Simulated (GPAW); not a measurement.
SiC:

```xyz
8
Lattice="3.0757 0.0000 0.0000 -1.5378 2.6636 0.0000 0.0000 0.0000 10.0706" Properties=species:S:1:pos:R:3 pbc="T T T"
Si    0.0000    0.0000    1.8922
Si    0.0000    0.0000    6.9275
Si    0.0000    1.7758    4.4094
Si    1.5378    0.8879    9.4447
C     0.0000    0.0000    0.0046
C     0.0000    0.0000    5.0400
C     0.0000    1.7758    2.5157
C     1.5378    0.8879    7.5510
```

The cell is a database's computed one.

Program: GPAW 26.7.0. Alike in all runs: task band structure; no spin polarisation; cell as given; k mesh 6 × 6 × 2; cutoff (eV) 800; smearing fermi-dirac 0.05 eV.

Q: Order these runs on this cell by their band gap on the k mesh, lowest first.
A. level BEEF-vdW; potentials or basis GPAW PAW data sets (gpaw-data 1.2.1), pw; band points 80
B. level PBE; potentials or basis PAW data sets generated in the run's folder for this functional, pw; band points 80
C. level TASK; potentials or basis GPAW PAW data sets (gpaw-data 1.2.1), pw; band points 100

A: B (2.22 eV), A (2.42 eV), C (2.97 eV).

A k mesh can miss the band edges.

Not every run made on this cell is shown here.
